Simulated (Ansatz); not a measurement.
This ZnSe structure is the end of a relaxation. It was relaxed at this level from a cell as deposited in COD.

Method: Ansatz, DFT PBE, scalar-relativistic, plane waves, PAW. Cutoff 420 eV, Γ-centred mesh, Gaussian smearing, no spin polarisation.

```yaml
crystal:
  lattice:
    - [0.00000, 2.86592, 2.86592]
    - [2.86592, 0.00000, 2.86592]
    - [2.86592, 2.86592, 0.00000]
  atoms:
    - { symbol: Zn, position: [0.00000, 0.00000, 0.00000] }
    - { symbol: Se, position: [0.75000, 0.75000, 0.75000] }
```

The zero of energy is the elements' standard structures at the same level; no fitted shifts are applied.

**Question.** What space group does it have?

**Answer.** F-43m (No. 216), the zinc blende type. Conventional cell: a = 5.732 Å. Around Zn lie 4 Se at 2.48 Å; Se is surrounded by 4 Zn at 2.48 Å.

**Question.** How far does it lie from the elements in energy?

**Answer.** −0.713 eV/atom. Whether it is stable depends on the other phases of the system, which aren't compared here.

**Question.** Is it a metal?

**Answer.** No, the gap on the 8×8×8 mesh is 1.15 eV.

The last run used an 8×8×8 mesh for its 2-atom cell and Gaussian smearing of 0.02 eV. Kohn–Sham gaps at this level usually fall short of measured ones. The reference form of Se is held partly by dispersion forces, which this level lacks. Symmetry constrained the relaxation, so the result can be a saddle point.
